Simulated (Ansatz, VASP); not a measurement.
**Two plane-wave programs on Al**

```
CELL_PARAMETERS angstrom
0.00000 2.01915 2.01915
2.01915 0.00000 2.01915
2.01915 2.01915 0.00000
ATOMIC_POSITIONS crystal
Al 0.00000 0.00000 0.00000
```

Alike in both runs: functional PBE; k mesh 13 × 13 × 13; no spin polarisation.

Ansatz relaxed the structure, and its values are those at the end. VASP's run is a single point on that final structure, the one shown.

```csv
,VASP,Ansatz
version,VASP 6.6.1,Ansatz 0.2.0
potentials or method,"VASP PAW PBE potentials, release 64 (Al)","plane waves, PAW"
plane-wave cutoff (eV),520,517
occupations,"methfessel-paxton of order 1, width 0.15 eV","cold, width 0.15 eV"
valence electrons in the cell,3,3
```

```csv
,VASP,Ansatz,Ansatz less VASP
pressure (GPa),0.0,0.0,0.00
```
